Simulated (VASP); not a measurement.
# ZnO (P6_3mc) in VASP: further runs

One crystal, ZnO, is run at these levels: PBE; tasks: relaxation of cell and atoms.

Everything below comes from runs of VASP 6.6.1. Logs are shortened: lines on timing, memory, paths and dates and some standing lists are left out, and cuts for length are marked.

### Step 1. The crystal as given

The structure is hexagonal, space group P6_3mc (No. 186). Conventional cell: a = 3.249 Å, b = 3.249 Å, c = 5.206 Å, α = 90.00°, β = 90.00°, γ = 120.00°. Around Zn (site symmetry 3m) lie 4 O at 1.97 to 1.98 Å. Around O (site symmetry 3m) lie 4 Zn at 1.97 to 1.98 Å.

### Step 2. Relaxation of cell and atoms, PBE

Contents of INCAR:

```
SYSTEM = ZnO
PREC = Accurate ; ENCUT = 520
EDIFF = 1E-7 ; ISMEAR = 0
SIGMA = 0.02 ; LREAL = .FALSE.
LASPH = .TRUE. ; NELM = 80
ALGO = Normal ; ISIF = 3
LWAVE = .FALSE. ; LCHARG = .FALSE.
GGA = PE ; IBRION = 2
NSW = 80 ; EDIFFG = -0.002
```

Contents of KPOINTS:

```
regular mesh
0
G
  12 12 6
  0 0 0
```

Contents of POSCAR:

```
ZnO
1.0
    3.2493080000      0.0000000000      0.0000000000
   -1.6246540000      2.8139832700      0.0000000000
    0.0000000000      0.0000000000      5.2057090000
Zn O
2 2
Direct
    0.3333333300      0.6666666700      0.5000000000
    0.6666666700      0.3333333300      0.0000000000
    0.6666666700      0.3333333300      0.3790100000
    0.3333333300      0.6666666700      0.8790100000
```

Potentials or basis: VASP PAW PBE potentials, release 64 (Zn, O).

Run with:

```sh
> cat potpaw_PBE.64/Zn/POTCAR potpaw_PBE.64/O/POTCAR > POTCAR
> mpirun -np 1 vasp_std > vasp.out
```

OUTCAR:

```text
SYSTEM = ZnO
   PREC = Accurate
   ENCUT = 520
   EDIFF = 1E-7
   ISMEAR = 0
   LREAL = .FALSE.
   LASPH = .TRUE.
   NELM = 80
   ISIF = 3
   GGA = PE
   IBRION = 2
   NSW = 80
   EDIFFG = -0.002

 ion  position               nearest neighbor table
   1  0.333  0.667  0.500-   4 1.97   3 1.98   3 1.98   3 1.98
   2  0.667  0.333  0.000-   3 1.97   4 1.98   4 1.98   4 1.98
   3  0.667  0.333  0.379-   2 1.97   1 1.98   1 1.98   1 1.98
   4  0.333  0.667  0.879-   1 1.97   2 1.98   2 1.98   2 1.98

  LATTYP: Found a hexagonal cell.
 ALAT       =     3.2493080000
 C/A-ratio  =     1.6020977390

  Lattice vectors:

 A1 = (   3.2493080000,   0.0000000000,   0.0000000000)
 A2 = (  -1.6246540000,   2.8139832700,   0.0000000000)
 A3 = (   0.0000000000,   0.0000000000,   5.2057090000)

Analysis of symmetry for initial positions (statically):
=====================================================================
 Subroutine PRICEL returns:
 Original cell was already a primitive cell.

 Routine SETGRP: Setting up the symmetry group for a
 hexagonal supercell.

 Subroutine GETGRP returns: Found 12 space group operations
 (whereof  6 operations were pure point group operations)
 out of a pool of 24 trial point group operations.

The static configuration has the point symmetry C_3v.
 The point group associated with its full space group is C_6v.

Analysis of symmetry for dynamics (positions and initial velocities):
=====================================================================
 Subroutine PRICEL returns:
 Original cell was already a primitive cell.

 Routine SETGRP: Setting up the symmetry group for a
 hexagonal supercell.

 Subroutine GETGRP returns: Found 12 space group operations
 (whereof  6 operations were pure point group operations)
 out of a pool of 24 trial point group operations.

The dynamic configuration has the point symmetry C_3v.
 The point group associated with its full space group is C_6v.

 Subroutine INISYM returns: Found 12 space group operations
 (whereof  6 operations are pure point group operations),
 and found     1 'primitive' translations

----------------------------------------------------------------------------------------

                                     Primitive cell

  volume of cell :      47.5984

[... 114 lines left out ...]
  Fermi-wavevector in a.u.,A,eV,Ry     =   1.491574  2.818667 30.270160  2.224794
  Thomas-Fermi vector in A             =   2.604212
   LORBIT       =      0    0 simple, 1 ext, 2 COOP (PROOUT), +10 PAW based schemes
   GGA     = PE    functional components
   LHFCALC =     F    Hartree Fock is set to
   AEXX    =    0.0000 exact exchange contribution
   IVDW    =     0    specifies the selected vdW correction
   LEPSILON=     F    determine dielectric tensor
   LRPA    =     F    only Hartree local field effects (RPA)
 conjugate gradient relaxation of ions
 non-spin polarized calculation
 Gauss-broadening in eV      SIGMA  =   0.02
  energy-cutoff  :      520.00
  volume of cell :       47.60
 maximum number of plane-waves:      1302
   NGX = 13   NGY = 13   NGZ = 19

--------------------------------------- Ionic step        1  -------------------------------------------

 number of electron      36.0000017 magnetization

 Free energy of the ion-electron system (eV)
  ---------------------------------------------------
  ext. energy  EPLUGINS =         0.00000000
  ---------------------------------------------------
  free energy    TOTEN  =       -17.82239362 eV

  energy without entropy =      -17.82239362  energy(sigma->0) =      -17.82239362

------------------------ aborting loop because EDIFF is reached ----------------------------------------

  FORCE on cell =-STRESS in cart. coord.  units (eV):
  Direction    XX          YY          ZZ          XY          YZ          ZX
  --------------------------------------------------------------------------------------
  -------------------------------------------------------------------------------------
  Total        1.6093832      1.6093832      2.1334345      0.0000000      0.0000000      0.0000000
  in kB       54.1723606     54.1723604     71.8120989      0.0000000      0.0000000      0.0000000
  external PRESSURE =      60.0522733 kB  Pullay stress =       0.0000000 kB
[... 95 lines left out ...]
  FREE ENERGIE OF THE ION-ELECTRON SYSTEM (eV)
  ---------------------------------------------------
  free  energy   TOTEN  =       -17.8599503321 eV

  energy  without entropy=      -17.8599503321  energy(sigma->0) =      -17.85995033

[... ionic steps 4 to 8 ...]

--------------------------------------- Ionic step        9  -------------------------------------------

 number of electron      36.0000035 magnetization

------------------------ aborting loop because EDIFF is reached ----------------------------------------
[... 71 lines left out ...]
--------------------------------------- Ionic step       11  -------------------------------------------

 number of electron      36.0000037 magnetization

 Free energy of the ion-electron system (eV)
  ---------------------------------------------------
  ext. energy  EPLUGINS =         0.00000000
  ---------------------------------------------------
  free energy    TOTEN  =       -17.86008420 eV

  energy without entropy =      -17.86008420  energy(sigma->0) =      -17.86008420

 E-fermi :   0.9994     XC(G=0): -10.6911

 val. band max:        0.8382828832   @ k =   0.0000   0.0000   0.0000
 cond. band min:       1.5568291640   @ k =   0.0000   0.0000   0.0000
 fundamental gap:      0.7185462808
 Fermi energy:         0.9994350494

 k-point     1 :       0.0000    0.0000    0.0000
  band No.  band energies     occupation
      1     -16.9292      2.00000
      2     -16.2713      2.00000
      3      -4.6702      2.00000
      4      -4.6702      2.00000
      5      -4.6306      2.00000
      6      -4.4952      2.00000
[... 589 lines left out ...]
     21       8.9954      0.00000
     22       9.5442      0.00000

 [... further k-points ...]

------------------------ aborting loop because EDIFF is reached ----------------------------------------

  FORCE on cell =-STRESS in cart. coord.  units (eV):
  Direction    XX          YY          ZZ          XY          YZ          ZX
  --------------------------------------------------------------------------------------
  -------------------------------------------------------------------------------------
  Total       -0.0054199     -0.0054199      0.0025549      0.0000000      0.0000000      0.0000000
  in kB       -0.1749802     -0.1749802      0.0824837      0.0000000      0.0000000      0.0000000
  external PRESSURE =      -0.0891589 kB  Pullay stress =       0.0000000 kB
[... 19 lines left out ...]
  FREE ENERGIE OF THE ION-ELECTRON SYSTEM (eV)
  ---------------------------------------------------
  free  energy   TOTEN  =       -17.8600841977 eV

  energy  without entropy=      -17.8600841977  energy(sigma->0) =      -17.86008420

 reached required accuracy - stopping structural energy minimisation
```

OSZICAR:

```text
N       E                     dE             d eps       ncg     rms          rms(c)
DAV:   1     0.288280060326E+03    0.28828E+03   -0.19055E+04  3352   0.239E+03
DAV:   2     0.973588439412E+01   -0.27854E+03   -0.26850E+03  3554   0.443E+02
DAV:   3    -0.204820265769E+02   -0.30218E+02   -0.30007E+02  3872   0.155E+02
[... 91 lines left out ...]
       N       E                     dE             d eps       ncg     rms          rms(c)
DAV:   1    -0.178600563010E+02    0.60690E-05   -0.18093E-02  3344   0.110E+00    0.365E-02
DAV:   2    -0.178600865417E+02   -0.30241E-04   -0.45929E-04  3680   0.200E-01    0.175E-02
DAV:   3    -0.178600846812E+02    0.18606E-05   -0.47734E-06  4812   0.424E-02    0.107E-02
DAV:   4    -0.178600841273E+02    0.55391E-06   -0.27089E-06  4604   0.196E-02    0.172E-03
DAV:   5    -0.178600841977E+02   -0.70426E-07   -0.64408E-07  3464   0.784E-03
  11 F= -.17860084E+02 E0= -.17860084E+02  d E =-.217832E-04
```

CONTCAR:

```text
ZnO
   1.00000000000000
     3.2869257811690722    0.0000000000000000    0.0000000000000000
    -1.6434628905845361    2.8465612240322309    0.0000000000000000
     0.0000000000000000    0.0000000000000000    5.3039786894857537
  Zn              O
     2     2
Direct
     0.3333333300000021    0.6666666699999979    0.4999289964339601
     0.6666666699999979    0.3333333300000021    0.9999289964339602
     0.6666666699999979    0.3333333300000021    0.3790810035660409
     0.3333333300000021    0.6666666699999979    0.8790810035660408

  0.00000000E+00  0.00000000E+00  0.00000000E+00
  0.00000000E+00  0.00000000E+00  0.00000000E+00
  0.00000000E+00  0.00000000E+00  0.00000000E+00
  0.00000000E+00  0.00000000E+00  0.00000000E+00
```

Wall time 4.2 min (1 thread of Intel Xeon 6975P-C (Granite Rapids), shared host); peak memory 0.2 GiB.

Results:

```
Free energy                            : -17.8601 eV
Relaxed volume                         : 12.41 Å³/atom
Relaxed cell                           : a = 3.287 Å, b = 3.287 Å, c = 5.304 Å, α = 90.00°, β = 90.00°, γ = 120.00°
Space group after relaxing (to 0.05 Å) : P6_3mc (No. 186)
Energy gained by relaxing              : 9.4 meV/atom
Ionic steps                            : 11
Pressure after relaxing                : 0.0 GPa
Band gap on the k mesh                 : 0.72 eV, direct
```

The path:
```tsv
step	energy change (eV)	largest force (eV/Å)	pressure (GPa)	volume (Å³)
1	0.0000	0.0740	6.01	47.60
2	-0.0277	0.0274	-2.75	50.74
3	-0.0376	0.0007	0.01	49.63
4	-0.0375	0.0017	-0.12	49.67
5	-0.0376	0.0101	0.06	49.61
6	-0.0376	0.0107	0.05	49.60
7	-0.0376	0.0119	0.07	49.60
8	-0.0376	0.0110	0.08	49.60
9	-0.0377	0.0110	0.01	49.62
10	-0.0377	0.0109	-0.03	49.64
11	-0.0377	0.0007	-0.01	49.63
```

Final structure:
```cif
data_structure
_symmetry_space_group_name_H-M 'P 1'
_symmetry_Int_Tables_number 1
_cell_length_a 3.2869
_cell_length_b 3.2869
_cell_length_c 5.3040
_cell_angle_alpha 90.000
_cell_angle_beta 90.000
_cell_angle_gamma 120.000
_cell_volume 49.63
loop_
_atom_site_label
_atom_site_type_symbol
_atom_site_fract_x
_atom_site_fract_y
_atom_site_fract_z
_atom_site_occupancy
Zn1 Zn 0.33333 0.66667 0.49993 1
Zn2 Zn 0.66667 0.33333 0.99993 1
O1 O 0.66667 0.33333 0.37908 1
O2 O 0.33333 0.66667 0.87908 1
```

Levels at points of the mesh, in eV from the valence-band top:
| k point | band 14 | band 15 | band 16 | band 17 | band 18 | band 19 | band 20 | band 21 | band 22 |
| --- | --- | --- | --- | --- | --- | --- | --- | --- | --- |
| (0.00, 0.00, 0.00) | -0.75 | -0.75 | -0.08 | 0.00 | 0.00 | 0.72 | 5.07 | 8.05 | 12.69 |
| (0.50, 0.00, 0.00) | -3.42 | -2.70 | -2.12 | -1.22 | -0.79 | 5.60 | 6.81 | 7.52 | 8.22 |
| (0.00, 0.00, 0.50) | -2.22 | -0.37 | -0.37 | -0.37 | -0.37 | 3.35 | 3.35 | 9.89 | 9.89 |
| (0.50, 0.00, 0.50) | -3.68 | -1.42 | -1.42 | -1.30 | -1.30 | 5.63 | 5.63 | 8.19 | 8.19 |

### Step 3. Relaxation of cell and atoms, PBE

This run uses another cell than the first one, of 12.41 Å³/atom, 1.043 times its volume.

INCAR is that of step 2.

KPOINTS is that of step 2.

Contents of POSCAR:

```
ZnO                                     
1.0
    3.2869257812      0.0000000000      0.0000000000
   -1.6434628906      2.8465612240      0.0000000000
    0.0000000000      0.0000000000      5.3039786895
  Zn              O             
     2     2
Direct
     0.3333333300000021    0.6666666699999979    0.4999289964339601
     0.6666666699999979    0.3333333300000021    0.9999289964339602
     0.6666666699999979    0.3333333300000021    0.3790810035660409
     0.3333333300000021    0.6666666699999979    0.8790810035660408
```

Potentials or basis: VASP PAW PBE potentials, release 64 (Zn, O).

Run with:

```sh
> cat potpaw_PBE.64/Zn/POTCAR potpaw_PBE.64/O/POTCAR > POTCAR
> mpirun -np 1 vasp_std > vasp.out
```

Run time: 64 s. Hardware: 1 thread of Intel Xeon 6975P-C (Granite Rapids), shared host; peak memory 0.21 GiB.

It converged, with:

```
Free energy                            : -17.8622 eV
Relaxed volume                         : 12.41 Å³/atom
Relaxed cell                           : a = 3.287 Å, b = 3.287 Å, c = 5.305 Å, α = 90.00°, β = 90.00°, γ = 120.00°
Space group after relaxing (to 0.05 Å) : P6_3mc (No. 186)
Energy gained by relaxing              : 0.0 meV/atom
Ionic steps                            : 3
Pressure after relaxing                : 0.0 GPa
Band gap on the k mesh                 : 0.72 eV, direct
```

Final structure:
```cif
data_structure
_symmetry_space_group_name_H-M 'P 1'
_symmetry_Int_Tables_number 1
_cell_length_a 3.2872
_cell_length_b 3.2872
_cell_length_c 5.3048
_cell_angle_alpha 90.000
_cell_angle_beta 90.000
_cell_angle_gamma 120.000
_cell_volume 49.64
loop_
_atom_site_label
_atom_site_type_symbol
_atom_site_fract_x
_atom_site_fract_y
_atom_site_fract_z
_atom_site_occupancy
Zn1 Zn 0.33333 0.66667 0.49993 1
Zn2 Zn 0.66667 0.33333 0.99993 1
O1 O 0.66667 0.33333 0.37908 1
O2 O 0.33333 0.66667 0.87908 1
```

Levels at points of the mesh, in eV from the valence-band top:
| k point | band 16 | band 17 | band 18 | band 19 | band 20 | band 21 |
| --- | --- | --- | --- | --- | --- | --- |
| (0.00, 0.00, 0.00) | -0.08 | 0.00 | 0.00 | 0.72 | 5.07 | 8.05 |
| (0.50, 0.00, 0.00) | -2.12 | -1.22 | -0.79 | 5.59 | 6.81 | 7.52 |
| (0.00, 0.00, 0.50) | -0.37 | -0.37 | -0.37 | 3.35 | 3.35 | 9.89 |
| (0.50, 0.00, 0.50) | -1.42 | -1.30 | -1.30 | 5.63 | 5.63 | 8.19 |
